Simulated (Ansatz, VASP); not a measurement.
# Two plane-wave programs on AgCl

INCAR

```
PREC = Accurate
ENCUT = 520
EDIFF = 1E-8
ISMEAR = -1
SIGMA = 0.02
LREAL = False
LASPH = True
NELM = 100
ALGO = Normal
ISIF = 2
LWAVE = False
LCHARG = False
GGA = CA
LEFG = True
NBANDS = 16
```

KPOINTS

```
Automatic mesh
0
Gamma
  8 8 8
```

POSCAR

```
AgCl
1.0
    0.0000000000      2.7823631906      2.7823631906
    2.7823631906      0.0000000000      2.7823631906
    2.7823631906      2.7823631906      0.0000000000
Ag Cl
1 1
Direct
    0.5000000000      0.5000000000      0.5000000000
    0.0000000000      0.0000000000      0.0000000000
```

Input for Ansatz:

```yaml
crystal:
  lattice:
    - [0.0, 2.7823631906, 2.7823631906]
    - [2.7823631906, 0.0, 2.7823631906]
    - [2.7823631906, 2.7823631906, 0.0]
  atoms:
    - { symbol: Ag, position: [0.5, 0.5, 0.5] }
    - { symbol: Cl, position: [0.0, 0.0, 0.0] }
kpoints:
  mp_grid: { grid: [8, 8, 8] }
scf:
  occupations: { method: fermi_dirac, width: 0.02 }
hamiltonian:
  xc: lda
  pseudopotentials: { kind: paw }
output:
  forces: true
  stress: true
  eigenvalues: true
  efg: { contact_densities: true }
  write_density: true
  write_potential: true
  elf: true
  volumetric_format: npy
```

Change from the starting cell: volume scaled by 1.01, PAW files.

Alike in both runs: task electric field gradients; functional LDA; k mesh 8 × 8 × 8; occupations fermi-dirac, width 0.02 eV; no spin polarisation.

|  | VASP | Ansatz |
| --- | --- | --- |
| version | VASP 6.6.1 | Ansatz 0.2.0 |
| potentials or method | VASP PAW LDA potentials, release 64 (Ag, Cl) | PAW with Ansatz's default frozen-core files, scalar-relativistic |
| plane-wave cutoff (eV) | 520 | 420 |
| valence electrons in the cell | 18 | 26 |

Ansatz gave:

* pressure (GPa): -5.9
* Vzz of the field gradient on the site that differs most (V/Å²): 0.0

**Question.** Which values does VASP return?

**Answer.** Pressure (GPa): -6.0; Vzz of the field gradient on the site that differs most (V/Å²): 0.0.

The two sets of potentials don't hold the same shells in valence. Ansatz warned: «gradients_without_spin_orbit».

A k mesh can miss the band edges.
